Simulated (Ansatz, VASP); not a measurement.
One calculation of CdTe, two programs

```
Cd Te
1.0
     0.00000    3.20500    3.20500
     3.20500    0.00000    3.20500
     3.20500    3.20500    0.00000
Cd Te
1 1
Direct
  0.00000 0.00000 0.00000
  0.75000 0.75000 0.75000
```

Alike in both runs: functional LDA; k mesh 8 × 8 × 8; occupations gaussian, width 0.02 eV; no spin polarisation.

Ansatz relaxed the structure, and its values are those at the end. VASP's run is a single point on that final structure, the one shown.

|  | VASP | Ansatz |
| --- | --- | --- |
| version | VASP 6.6.1 | Ansatz 0.2.0 |
| potentials or method | VASP PAW LDA potentials, release 64 (Cd, Te) | scalar-relativistic, plane waves, PAW |
| plane-wave cutoff (eV) | 520 | 420 |
| valence electrons in the cell | 18 | 36 |

Ansatz gave:

```
gap on the k mesh at the Fermi level (eV) : 0.61
least direct gap on the mesh (eV)         : 0.61
pressure (GPa)                            : 0.0
```

Problem. Which values does VASP return?

Solution. gap on the k mesh at the Fermi level (eV): 0.65; least direct gap on the mesh (eV): 0.65; pressure (GPa): 0.2.

The two sets of potentials don't hold the same shells in valence.

Caveats: spin-orbit coupling is left out, which moves the levels of the heavy elements.
